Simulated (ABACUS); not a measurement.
FeO (Wuestite):

```xyz
2
Lattice="1.5188 0.8769 2.5196 -1.5188 0.8769 2.5196 0.0000 -1.7538 2.5196" Properties=species:S:1:pos:R:3 pbc="T T T"
Fe    0.0000    0.0000    0.0000
O     0.0000    0.0000    3.7794
```

- Program: ABACUS 3.10.1
- Task: single point
- Functional: PBE
- Potentials or basis: PseudoDojo NC SR 0.4.1 PBE standard
- Cutoff: 1361 eV
- Density cutoff: 5442 eV
- Basis: DZP LCAO (the cutoffs set its grid)
- k mesh: 11 × 11 × 11
- Occupations: fermi-dirac, width 0.05 eV
- Spin: collinear spin, ferromagnetic start
- Starting moments: [3.0, 0.0] μB

On this cell: pressure -1.3 GPa; largest force under 0.003 eV/Å; net moment 4.00 μB per cell; site moments Fe +3.76; O +0.24 μB; band gap on the k mesh none (metal or under the smearing width).

The same run follows on a disturbed copy (atoms moved at random, drawn with an rms of 0.05 Å):

```xyz
2
Lattice="1.5188 0.8769 2.5196 -1.5188 0.8769 2.5196 0.0000 -1.7538 2.5196" Properties=species:S:1:pos:R:3 pbc="T T T"
Fe    0.0044    0.0002    0.0152
O    -0.0560    0.0328    3.7337
```

What changes?

The energy (extrapolated to zero smearing) moves by +6.9 meV/atom; pressure -0.6 GPa; largest force 0.314 eV/Å; net moment 4.00 μB per cell; site moments Fe +3.76; O +0.24 μB; band gap on the k mesh none (metal or under the smearing width).

Forces in eV/Å, atoms in the order of the input:
```
Fe  -0.203  0.110 -0.213
O    0.203 -0.110  0.213
```

Stress tensor (GPa, compression positive):
```
 0.15 -0.70  0.92
-0.70 -0.62 -0.53
 0.92 -0.53 -1.37
```

Caveats: the atomic orbitals were generated for these runs and aren't a published set; the basis of atomic orbitals isn't converged, which shifts pressures, moduli and gaps; a cell with one magnetic atom can't hold antiferromagnetic order, which such compounds often take; semilocal functionals often make such compounds metallic where correlation or magnetic order opens a gap, which also shifts bond lengths.
